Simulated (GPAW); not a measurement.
TePb: single point with PBE

**Measured values to compare with.**

A printed reference work, monograph reports, for a bulk crystal of TePb at 4.2 K: band gap 0.19 eV (direct).

The system is TePb.

```xyz
2
Lattice="0.0000 3.2310 3.2310 3.2310 0.0000 3.2310 3.2310 3.2310 0.0000" Properties=species:S:1:pos:R:3 pbc="T T T"
Pb    0.0000    0.0000    0.0000
Te    3.2310    3.2310    3.2310
```

| Quantity | Value |
| --- | --- |
| Program | GPAW 26.7.0 |
| Task | single point |
| Functional | PBE |
| Potentials or basis | GPAW PAW data sets (gpaw-data 1.2.1) |
| Cutoff | 450 eV |
| Basis | pw |
| k mesh | 6 × 6 × 6 |
| Occupations | fermi-dirac, width 0.05 eV |
| Spin | no spin polarisation |

The pressure is 1.4 GPa and the band gap on the k mesh is 0.69 eV, direct.

Levels at points of the mesh, in eV from the valence-band top:
```csv
k point,band 7,band 8,band 9,band 10,band 11,band 12,band 13,band 14
"(0.00, 0.00, 0.00)",-5.56,-1.39,-1.39,-1.39,4.02,4.02,4.02,5.79
"(0.50, 0.50, 0.00)",-7.25,-4.54,-2.84,-2.84,3.27,5.42,5.42,6.66
"(0.50, 0.50, 0.50)",-8.55,-0.93,-0.93,0.00,0.69,1.22,1.22,8.36
```

Run time: 7.7 s on 1 thread of Intel(R) Xeon(R) Platinum 8488C (Sapphire Rapids), with other jobs on the host, peak memory 0.15 GiB.

Against the measured gap of TePb, 0.19 eV (direct; 4.2 K; a printed reference work, monograph), the calculated 0.69 eV is off by +0.50 eV. Spin-orbit coupling on Pb, Te is left out. The value is that of PBE on a finite k mesh, which can miss the band edges, without temperature or zero-point motion.

Caveat: the cutoff is short for stress and forces, so pressures can be off by a GPa or more; spin-orbit coupling is left out, which as a rule narrows the gap of such compounds by several tenths of an eV.
